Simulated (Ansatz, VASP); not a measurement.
**Two plane-wave programs on InAs**

The input INCAR:

```
SYSTEM = InAs
PREC = Accurate
ENCUT = 600
EDIFF = 1E-7
ISMEAR = -1
SIGMA = 0.05
LREAL = .FALSE.
LASPH = .TRUE.
NELM = 100
ALGO = Normal
ISIF = 3
LWAVE = .FALSE.
LCHARG = .FALSE.
GGA = RP
IBRION = 2
NSW = 60
EDIFFG = -0.01
```

File KPOINTS:

```
regular mesh
0
G
  8 8 8
  0 0 0
```

Contents of POSCAR:

```
InAs
1.0
    0.0000000000      2.8773040000      2.8773040000
    2.8773040000      0.0000000000      2.8773040000
    2.8773040000      2.8773040000      0.0000000000
In As
1 1
Direct
    0.5000000000      0.5000000000      0.5000000000
    0.0000000000      0.0000000000      0.0000000000
```

File input.yaml:

```yaml
crystal:
  lattice:
    - [0.0, 2.877304, 2.877304]
    - [2.877304, 0.0, 2.877304]
    - [2.877304, 2.877304, 0.0]
  atoms:
    - { symbol: In, position: [0.5, 0.5, 0.5] }
    - { symbol: As, position: [0.0, 0.0, 0.0] }
hamiltonian:
  xc: rpbe
  pseudopotentials: { kind: paw }
kpoints:
  mp_grid: { grid: [8, 8, 8] }
scf:
  occupations: { method: fermi_dirac, width: 0.05 }
output:
  forces: true
  stress: true
  eigenvalues: true
relax:
  f_tol: 0.01
  max_steps: 40
  cell: { stress_tol: 0.05 }
```

Measurements of this composition are mostly on another form, of space group No. 216.

Alike in both runs: task relaxation of cell and atoms; functional RPBE; k mesh 8 × 8 × 8; occupations fermi-dirac, width 0.05 eV; no spin polarisation.

```csv
,VASP,Ansatz
version,VASP 6.6.1,Ansatz 0.2.0
potentials or method,"VASP PAW PBE potentials, release 64 (In_d, As)",Ansatz PAW
plane-wave cutoff (eV),600,420
valence electrons in the cell,18,28
```

Ansatz gave:

```
gap on the k mesh at the Fermi level, each at its own relaxed structure (eV) : none
relaxed volume (Å³/atom)                                                     : 24.52
relaxed cell length with the largest relative difference (Å)                 : 4.109
energy change over the relaxation (meV/atom)                                 : -4
```

Task: Which values does VASP return?

Result: gap on the k mesh at the Fermi level, each at its own relaxed structure (eV): none; relaxed volume (Å³/atom): 24.54; relaxed cell length with the largest relative difference (Å): 4.110; energy change over the relaxation (meV/atom): -4.

A gap of «none» marks a metal or a gap that the smearing closes. The two sets of potentials don't hold the same shells in valence.

Caveats: the PAW data sets were made with another functional, which shifts forces and pressure a little (VASP); the plane-wave basis is chosen anew once the cell has moved, so the energies of steps on either side of that aren't comparable (Ansatz); the PAW data sets come from PBE, with cores solved anew for the run's functional, which leaves a small shift of forces and pressure (Ansatz).
